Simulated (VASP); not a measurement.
**CdSe under changes of volume**

One of the cells (24.213 Å³/atom); the others are scaled copies at fixed shape and fractional positions:

```
Cd Se
1.0
     0.00000    2.89299    2.89299
     2.89299    0.00000    2.89299
     2.89299    2.89299    0.00000
Cd Se
1 1
Direct
  0.00000 0.00000 0.00000
  0.50000 0.50000 0.50000
```

Measurements of this composition are mostly on another form, of space group No. 186.

- Program: VASP 6.6.1
- Functional: PBE
- Potentials or basis: VASP PAW PBE potentials, release 64 (Cd, Se)
- Cutoff: 520 eV
- k mesh: 8 × 8 × 8
- Occupations: fermi-dirac, width 0.05 eV
- Spin: no spin polarisation

| volume (Å³/atom) | energy over the lowest point (meV/atom) | pressure (GPa) |
| --- | --- | --- |
| 22.314 | 16.35 | 4.3 |
| 22.788 | 6.00 | 2.7 |
| 23.263 | 0.17 | 1.3 |
| 24.213 | 0.00 | -1.1 |
| 24.687 | 4.81 | -2.1 |
| 25.162 | ? | ? |

Question: What does the run at 25.162 Å³/atom give?

Answer: Energy over the lowest point 12.43 meV/atom; pressure -3.0 GPa.

Worked out: A Birch-Murnaghan fit of order 3 (a polynomial in V^(-2/3)) to the other rows has its minimum at 23.74 Å³/atom with B0 = V·E''(V) = 60 GPa and B' = 5.1. It gives 12.38 meV/atom at 25.162 Å³/atom, against the run's 12.43, and -dE/dV = -3.0 GPa, against -3.0.

Energies are extrapolated to zero smearing.
